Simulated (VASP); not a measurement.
The system is Au.

```
Au
1.0
     0.00000    2.03500    2.03500
     2.03500    0.00000    2.03500
     2.03500    2.03500    0.00000
Au
1
Direct
  0.00000 0.00000 0.00000
```

| Item | Value |
| --- | --- |
| Program | VASP 6.6.1 |
| Task | relaxation of cell and atoms |
| Functional | PBE |
| Dispersion | TS |
| Potentials or basis | VASP PAW PBE potentials, release 64 (Au) |
| Cutoff | 600 eV |
| k mesh | 11 × 11 × 11 |
| Occupations | fermi-dirac, width 0.05 eV |
| Spin | no spin polarisation |

At the start: pressure 5.4 GPa; volume 16.85 Å³/atom.

Problem. Where does the relaxation end?

Solution. Over 4 steps the energy falls by 8.7 meV/atom and the volume is 17.37 Å³/atom (+3.1 %); space group Fm-3m (No. 225, to 0.05 Å).

Step by step:
```tsv
step	energy change (eV)	largest force (eV/Å)	pressure (GPa)	volume (Å³)
1	0.0000	0.0000	5.37	16.85
2	0.0116	0.0000	-7.01	18.27
3	-0.0087	0.0000	-0.22	17.39
4	-0.0087	0.0000	0.01	17.37
```

Final structure:
```
Au
1.0
     0.00000    2.05563    2.05563
     2.05563    0.00000    2.05563
     2.05563    2.05563    0.00000
Au
1
Cartesian
  0.0000 0.0000 0.0000
```

Caveat: atom-pairwise D2, TS and ULG terms overbind metals; pairwise dispersion overbinds metals, which lowers pressure and volume.
